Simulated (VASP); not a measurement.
# AlP (F-43m) in VASP: settings compared, part 2 of 2

VASP 6.6.1. Earlier steps stand in the parts before.

### 3 Relaxation of cell and atoms, PBE

This run uses another cell than the first one, of 20.25 Å³/atom, 0.985 times its volume.

Contents of INCAR:

```
SYSTEM = AlP
ALGO = Normal
EDIFF = 1E-7
EDIFFG = -0.005
ENCUT = 500
GGA = PE
GGA_COMPAT = .FALSE.
IBRION = 2
ISIF = 3
ISMEAR = -1
LASPH = .TRUE.
LCHARG = .FALSE.
LREAL = .FALSE.
LWAVE = .FALSE.
NELM = 120
NELMIN = 4
NSW = 80
PREC = Accurate
SIGMA = 0.02
```

Contents of KPOINTS:

```
k-points
0
G
  8 8 8
  0 0 0
```

Contents of POSCAR:

```
AlP
1.0
    0.0000000000      2.7255000000      2.7255000000
    2.7255000000      0.0000000000      2.7255000000
    2.7255000000      2.7255000000      0.0000000000
Al P
1 1
Direct
    0.0000000000      0.0000000000      0.0000000000
    0.2500000000      0.2500000000      0.2500000000
```

Potentials or basis: VASP PAW PBE potentials, release 64 (Al, P).

The run is started by

```sh
> cat potpaw_PBE.64/Al/POTCAR potpaw_PBE.64/P/POTCAR > POTCAR
> mpirun -np 1 vasp_std > vasp.out
```

OUTCAR:

```text
SYSTEM = AlP
   EDIFF = 1E-7
   EDIFFG = -0.005
   ENCUT = 500
   GGA = PE
   IBRION = 2
   ISIF = 3
   ISMEAR = -1
   LASPH = .TRUE.
   LREAL = .FALSE.
   NELM = 120
   NELMIN = 4
   NSW = 80
   PREC = Accurate

 ion  position               nearest neighbor table
   1  0.000  0.000  0.000-   2 2.36   2 2.36   2 2.36   2 2.36
   2  0.250  0.250  0.250-   1 2.36   1 2.36   1 2.36   1 2.36

  LATTYP: Found a face centered cubic cell.
 ALAT       =     5.4510000000

  Lattice vectors:

 A1 = (   0.0000000000,   2.7255000000,   2.7255000000)
 A2 = (   2.7255000000,   0.0000000000,   2.7255000000)
 A3 = (   2.7255000000,   2.7255000000,   0.0000000000)

Analysis of symmetry for initial positions (statically):
=====================================================================
 Subroutine PRICEL returns:
 Original cell was already a primitive cell.

 Routine SETGRP: Setting up the symmetry group for a
 face centered cubic supercell.

 Subroutine GETGRP returns: Found 24 space group operations
 (whereof 24 operations were pure point group operations)
 out of a pool of 48 trial point group operations.

The static configuration has the point symmetry T_d .

Analysis of symmetry for dynamics (positions and initial velocities):
=====================================================================
 Subroutine PRICEL returns:
 Original cell was already a primitive cell.

 Routine SETGRP: Setting up the symmetry group for a
 face centered cubic supercell.

 Subroutine GETGRP returns: Found 24 space group operations
 (whereof 24 operations were pure point group operations)
 out of a pool of 48 trial point group operations.

The dynamic configuration has the point symmetry T_d .

 Subroutine INISYM returns: Found 24 space group operations
 (whereof 24 operations are pure point group operations),
 and found     1 'primitive' translations

[... 119 lines left out ...]
   GGA     = PE    functional components
   LHFCALC =     F    Hartree Fock is set to
   AEXX    =    0.0000 exact exchange contribution
   IVDW    =     0    specifies the selected vdW correction
   LEPSILON=     F    determine dielectric tensor
   LRPA    =     F    only Hartree local field effects (RPA)
 conjugate gradient relaxation of ions
 non-spin polarized calculation
  energy-cutoff  :      500.00
  volume of cell :       40.49
 maximum number of plane-waves:      1056
   NGX = 13   NGY = 13   NGZ = 13

--------------------------------------- Ionic step        1  -------------------------------------------

 number of electron       8.0000000 magnetization

 Free energy of the ion-electron system (eV)
  ---------------------------------------------------
  ext. energy  EPLUGINS =         0.00000000
  ---------------------------------------------------
  free energy    TOTEN  =       -10.36676719 eV

  energy without entropy =      -10.36676719  energy(sigma->0) =      -10.36676719

------------------------ aborting loop because EDIFF is reached ----------------------------------------

  FORCE on cell =-STRESS in cart. coord.  units (eV):
  Direction    XX          YY          ZZ          XY          YZ          ZX
  --------------------------------------------------------------------------------------
  -------------------------------------------------------------------------------------
  Total        0.6665060      0.6665060      0.6665060      0.0000000      0.0000000      0.0000000
  in kB       26.3721830     26.3721830     26.3721830      0.0000000      0.0000000      0.0000000
  external PRESSURE =      26.3721830 kB  Pullay stress =       0.0000000 kB
[... 59 lines left out ...]
--------------------------------------- Ionic step        3  -------------------------------------------

 number of electron       8.0000001 magnetization

 Free energy of the ion-electron system (eV)
  ---------------------------------------------------
  ext. energy  EPLUGINS =         0.00000000
  ---------------------------------------------------
  free energy    TOTEN  =       -10.37660451 eV

  energy without entropy =      -10.37660451  energy(sigma->0) =      -10.37660451

 E-fermi :   4.7541     XC(G=0):  -9.1122

 val. band max:        4.3548675721   @ k =   0.0000   0.0000   0.0000
 cond. band min:       5.9826315991   @ k =   0.5000   0.5000   0.0000
 fundamental gap:      1.6277640270
 Fermi energy:         4.7541282635

 k-point     1 :       0.0000    0.0000    0.0000
  band No.  band energies     occupation
      1      -7.0093      2.00000
      2       4.3549      2.00000
      3       4.3549      2.00000
      4       4.3549      2.00000
      5       7.4483      0.00000
      6       8.8812      0.00000
      7       8.8812      0.00000
      8       8.8812      0.00000
[... 243 lines left out ...]
 k-point    24 :      -0.3750    0.2500    0.1250
  band No.  band energies     occupation
      1      -5.0895      2.00000
      2      -0.7222      2.00000
      3       1.8178      2.00000
      4       2.9102      2.00000
      5       8.2753      0.00000
      6       8.8529      0.00000
      7      11.1633      0.00000
      8      11.9784      0.00000

 [... further k-points ...]
[... 5 lines left out ...]
  --------------------------------------------------------------------------------------
  -------------------------------------------------------------------------------------
  Total        0.0009087      0.0009087      0.0009087     -0.0000000      0.0000000     -0.0000000
  in kB        0.0348966      0.0348966      0.0348966     -0.0000000      0.0000000     -0.0000000
  external PRESSURE =       0.0348966 kB  Pullay stress =       0.0000000 kB
[... 17 lines left out ...]
  FREE ENERGIE OF THE ION-ELECTRON SYSTEM (eV)
  ---------------------------------------------------
  free  energy   TOTEN  =       -10.3766045087 eV

  energy  without entropy=      -10.3766045087  energy(sigma->0) =      -10.37660451

 reached required accuracy - stopping structural energy minimisation
```

OSZICAR:

```text
N       E                     dE             d eps       ncg     rms          rms(c)
DAV:   1     0.130797388661E+02    0.13080E+02   -0.30634E+03   464   0.727E+02
DAV:   2    -0.101817646286E+02   -0.23262E+02   -0.22818E+02   648   0.910E+01
DAV:   3    -0.107169397031E+02   -0.53518E+00   -0.53518E+00   608   0.185E+01
[... 27 lines left out ...]
DAV:   4    -0.103766161844E+02    0.37243E-04   -0.60919E-05   568   0.565E-02    0.456E-02
DAV:   5    -0.103766032863E+02    0.12898E-04   -0.21499E-05   536   0.280E-02    0.186E-02
DAV:   6    -0.103766042305E+02   -0.94424E-06   -0.97556E-07   616   0.759E-03    0.687E-03
DAV:   7    -0.103766045867E+02   -0.35616E-06   -0.19888E-07   496   0.280E-03    0.241E-03
DAV:   8    -0.103766045087E+02    0.77968E-07   -0.45141E-09   232   0.504E-04
   3 F= -.10376605E+02 E0= -.10376605E+02  d E =-.983731E-02
```

Run time: 15 s. Hardware: 1 thread of Intel Xeon 6975P-C, shared host; peak memory 0.15 GiB.

Results:

```yaml
Free_energy: -10.3766 eV
Relaxed_volume: 20.86 Å³/atom
Relaxed_cell: a = 3.893 Å, b = 3.893 Å, c = 3.893 Å, α = 60.00°, β = 60.00°, γ = 60.00°
Space_group_after_relaxing_to_0.05_Å: F-43m (No. 216)
Energy_gained_by_relaxing: 4.9 meV/atom
Ionic_steps: 3
Pressure_after_relaxing: 0.0 GPa
Band_gap_on_the_k_mesh: 1.63 eV, indirect (least direct gap 3.09 eV)
```

The path:
```tsv
step	energy change (eV)	largest force (eV/Å)	pressure (GPa)	volume (Å³)
1	0.0000	0.0000	2.64	40.49
2	-0.0064	0.0000	-1.43	42.48
3	-0.0098	0.0000	0.00	41.72
```

Final structure:
```
Al P
1.0
     0.00000    2.75278    2.75278
     2.75278    0.00000    2.75278
     2.75278    2.75278    0.00000
Al P
1 1
Direct
  0.00000 0.00000 0.00000
  0.25000 0.25000 0.25000
```

Levels at points of the mesh, in eV from the valence-band top:
```
           k point  band 1  band 2  band 3  band 4  band 5  band 6  band 7  band 8
(0.00, 0.00, 0.00)  -11.36    0.00    0.00    0.00    3.09    4.53    4.53    4.53
(0.50, 0.00, 0.00)   -9.75   -5.42   -0.75   -0.75    2.72    4.81    4.81    8.21
(0.50, 0.50, 0.00)   -9.11   -5.22   -2.05   -2.05    1.63    2.47   10.86   10.86
```

A k mesh can miss the band edges. Zero-point motion and thermal expansion aren't in these numbers.

### 4 Relaxation of cell and atoms, PBEsol

This run uses another cell than the first one, of 20.87 Å³/atom, 1.016 times its volume.

Contents of INCAR:

```
PREC     = Accurate       # precision mode
ENCUT    = 500            # plane-wave cutoff, eV
EDIFF    = 1E-7           # SCF threshold, eV
ISMEAR   = -1             # smearing method
SIGMA    = 0.02           # smearing width, eV
LREAL    = F              # projectors in reciprocal space
LASPH    = T              # aspherical terms in the spheres
NELM     = 120            # most SCF steps
ALGO     = Normal         # electronic algorithm
ISIF     = 3              # what is computed and relaxed
LWAVE    = F              # write WAVECAR
LCHARG   = F              # write CHGCAR
GGA      = PS             # functional
IBRION   = 2              # ionic algorithm
NSW      = 80             # ionic steps
EDIFFG   = -0.005         # ionic threshold
GGA_COMPAT= F            
NELMIN   = 4
```

Contents of KPOINTS:

```
regular mesh
0
Gamma
  8 8 8
```

Contents of POSCAR:

```
AlP
1.0
    0.0000000000      2.7534005604      2.7534005604
    2.7534005604      0.0000000000      2.7534005604
    2.7534005604      2.7534005604      0.0000000000
Al P
1 1
Direct
    0.0000000000      0.0000000000      0.0000000000
    0.2500000000      0.2500000000      0.2500000000
```

The run is started by

```sh
> cat potpaw_PBE.64/Al/POTCAR potpaw_PBE.64/P/POTCAR > POTCAR
> mpirun -np 1 vasp_std > vasp.out
```

Wall time 15 s (1 thread of Intel Xeon 6975P-C, shared host); peak memory 0.15 GiB.

The run converged. Its results:

```yaml
Free_energy: -10.9953 eV
Relaxed_volume: 20.47 Å³/atom
Relaxed_cell: a = 3.869 Å, b = 3.869 Å, c = 3.869 Å, α = 60.00°, β = 60.00°, γ = 60.00°
Space_group_after_relaxing_to_0.05_Å: F-43m (No. 216)
Energy_gained_by_relaxing: 2.1 meV/atom
Ionic_steps: 3
Pressure_after_relaxing: 0.0 GPa
Band_gap_on_the_k_mesh: 1.45 eV, indirect (least direct gap 3.15 eV)
```

The path:
```
step  energy change (eV)  largest force (eV/Å)  pressure (GPa)  volume (Å³)
   1              0.0000                0.0000           -1.62        41.75
   2             -0.0027                0.0000            1.01        40.48
   3             -0.0042                0.0000            0.00        40.94
```

Final structure:
```
Al P
1.0
     0.00000    2.73559    2.73559
     2.73559    0.00000    2.73559
     2.73559    2.73559    0.00000
Al P
1 1
Direct
  0.00000 0.00000 0.00000
  0.25000 0.25000 0.25000
```

Levels at points of the mesh, in eV from the valence-band top:
| k point | band 2 | band 3 | band 4 | band 5 | band 6 | band 7 |
| --- | --- | --- | --- | --- | --- | --- |
| (0.00, 0.00, 0.00) | 0.00 | 0.00 | 0.00 | 3.15 | 4.50 | 4.50 |
| (0.50, 0.00, 0.00) | -5.55 | -0.76 | -0.76 | 2.71 | 4.75 | 4.75 |
| (0.50, 0.50, 0.00) | -5.32 | -2.11 | -2.11 | 1.45 | 2.37 | 10.94 |

Caveat: the PAW data sets were made with another functional, which shifts forces and pressure a little. A k mesh can miss the band edges.

### 5 Relaxation of cell and atoms, LDA

This run uses another cell than the first one, of 20.87 Å³/atom, 1.016 times its volume.

Contents of INCAR:

```
SYSTEM = AlP
PREC = Accurate
ENCUT = 500
EDIFF = 1E-7
ISMEAR = -1
SIGMA = 0.02
LREAL = .False.
LASPH = .True.
NELM = 120
ALGO = Normal
ISIF = 3
LWAVE = .False.
LCHARG = .False.
GGA = CA
IBRION = 2
NSW = 80
EDIFFG = -0.005
GGA_COMPAT = .False.
NELMIN = 4
```

Contents of KPOINTS:

```
regular mesh
0
Gamma
  8 8 8
  0 0 0
```

POSCAR is that of step 4.

Potentials or basis: VASP PAW LDA potentials, release 64 (Al, P).

The run is started by

```sh
> cat potpaw_LDA.64/Al/POTCAR potpaw_LDA.64/P/POTCAR > POTCAR
> mpirun -np 1 vasp_std > vasp.out
```

OUTCAR:

```text
SYSTEM = AlP
   PREC = Accurate
   ENCUT = 500
   EDIFF = 1E-7
   ISMEAR = -1
   LREAL = .False.
   LASPH = .True.
   NELM = 120
   ISIF = 3
   GGA = CA
   IBRION = 2
   NSW = 80
   EDIFFG = -0.005
   NELMIN = 4

 ion  position               nearest neighbor table
   1  0.000  0.000  0.000-   2 2.38   2 2.38   2 2.38   2 2.38
   2  0.250  0.250  0.250-   1 2.38   1 2.38   1 2.38   1 2.38

  LATTYP: Found a face centered cubic cell.
 ALAT       =     5.5068011208

  Lattice vectors:

 A1 = (   0.0000000000,   2.7534005604,   2.7534005604)
 A2 = (   2.7534005604,   0.0000000000,   2.7534005604)
 A3 = (   2.7534005604,   2.7534005604,   0.0000000000)

Analysis of symmetry for initial positions (statically):
=====================================================================
 Subroutine PRICEL returns:
 Original cell was already a primitive cell.

 Routine SETGRP: Setting up the symmetry group for a
 face centered cubic supercell.

 Subroutine GETGRP returns: Found 24 space group operations
 (whereof 24 operations were pure point group operations)
[... 170 lines left out ...]
  --------------------------------------------------------------------------------------
  -------------------------------------------------------------------------------------
  Total       -0.8538782     -0.8538782     -0.8538782      0.0000000     -0.0000000      0.0000000
  in kB      -32.7693865    -32.7693865    -32.7693865      0.0000000     -0.0000000      0.0000000
  external PRESSURE =     -32.7693865 kB  Pullay stress =       0.0000000 kB
[... 59 lines left out ...]
--------------------------------------- Ionic step        3  -------------------------------------------

 number of electron       8.0000000 magnetization

 Free energy of the ion-electron system (eV)
  ---------------------------------------------------
  ext. energy  EPLUGINS =         0.00000000
  ---------------------------------------------------
  free energy    TOTEN  =       -11.41247290 eV

  energy without entropy =      -11.41247290  energy(sigma->0) =      -11.41247290

 E-fermi :   4.9510     XC(G=0):  -9.5011

 val. band max:        4.5773993740   @ k =   0.0000   0.0000   0.0000
 cond. band min:       5.9926890533   @ k =   0.5000   0.5000   0.0000
 fundamental gap:      1.4152896793
 Fermi energy:         4.9509664603

 k-point     1 :       0.0000    0.0000    0.0000
  band No.  band energies     occupation
      1      -7.0071      2.00000
      2       4.5774      2.00000
      3       4.5774      2.00000
      4       4.5774      2.00000
      5       7.8135      0.00000
      6       9.0689      0.00000
      7       9.0689      0.00000
      8       9.0689      0.00000
[... 243 lines left out ...]
 k-point    24 :      -0.3750    0.2500    0.1250
  band No.  band energies     occupation
      1      -4.9527      2.00000
      2      -0.6916      2.00000
      3       1.9154      2.00000
      4       3.0533      2.00000
      5       8.4352      0.00000
      6       9.0102      0.00000
      7      11.4224      0.00000
      8      12.2231      0.00000

 [... further k-points ...]
[... 5 lines left out ...]
  --------------------------------------------------------------------------------------
  -------------------------------------------------------------------------------------
  Total       -0.0009448     -0.0009448     -0.0009448     -0.0000000      0.0000000     -0.0000000
  in kB       -0.0377139     -0.0377139     -0.0377139     -0.0000000      0.0000000     -0.0000000
  external PRESSURE =      -0.0377139 kB  Pullay stress =       0.0000000 kB
[... 17 lines left out ...]
  FREE ENERGIE OF THE ION-ELECTRON SYSTEM (eV)
  ---------------------------------------------------
  free  energy   TOTEN  =       -11.4124729044 eV

  energy  without entropy=      -11.4124729044  energy(sigma->0) =      -11.41247290

 reached required accuracy - stopping structural energy minimisation
```

Wall time 10 s (1 thread of Intel Xeon 6975P-C, shared host); peak memory 0.13 GiB.

Results:

- Free energy: -11.4125 eV
- Relaxed volume: 20.07 Å³/atom
- Relaxed cell: a = 3.843 Å, b = 3.843 Å, c = 3.843 Å, α = 60.00°, β = 60.00°, γ = 60.00°
- Space group after relaxing (to 0.05 Å): F-43m (No. 216)
- Energy gained by relaxing: 8.5 meV/atom
- Ionic steps: 3
- Pressure after relaxing: 0.0 GPa
- Band gap on the k mesh: 1.42 eV, indirect (least direct gap 3.24 eV)

The path:
```csv
step,energy change (eV),largest force (eV/Å),pressure (GPa),volume (Å³)
1,0.0000,0.0000,-3.28,41.75
2,-0.0109,0.0000,2.18,39.22
3,-0.0170,0.0000,0.00,40.14
```

Final structure:
```
Al P
1.0
     0.00000    2.71753    2.71753
     2.71753    0.00000    2.71753
     2.71753    2.71753    0.00000
Al P
1 1
Direct
  0.00000 0.00000 0.00000
  0.25000 0.25000 0.25000
```

### 6 Summary

```csv
task,level,potentials or basis,cell,cutoff (eV),smearing,gap on the mesh (eV),pressure (GPa),relaxed volume (Å³/atom)
single point,r2SCAN,"VASP PAW PBE potentials, release 64 (Al, P)","a = 3.874 Å, angles 60.0°, 2 atoms",550,gaussian 0.01 eV,1.93,-0.3,-
relaxation of cell and atoms,PBE,"VASP PAW PBE potentials, release 64 (Al, P)","relaxed from a = 3.854 Å, angles 60.0°, 2 atoms",500,fermi-dirac 0.02 eV,1.63,0.0,20.86
relaxation of cell and atoms,PBEsol,"VASP PAW PBE potentials, release 64 (Al, P)","relaxed from a = 3.894 Å, angles 60.0°, 2 atoms",500,fermi-dirac 0.02 eV,1.45,0.0,20.47
relaxation of cell and atoms,LDA,"VASP PAW LDA potentials, release 64 (Al, P)","relaxed from a = 3.894 Å, angles 60.0°, 2 atoms",500,fermi-dirac 0.02 eV,1.42,0.0,20.07
```

Alike in all rows: no spin polarisation; k mesh 8 × 8 × 8.

Caveats: the PAW data sets were made with another functional, which shifts forces and pressure a little (some runs).

Absolute energies hang on the potentials; compare differences alone.

### 7 How close it comes

Step 2. A measured gap of AlP is 2.505 eV (indirect; 4.2 K; a printed reference work, data compilation); the calculated 1.93 eV misses it by -0.58 eV. The value is that of r2SCAN on a finite k mesh, which can miss the band edges, without temperature or zero-point motion.
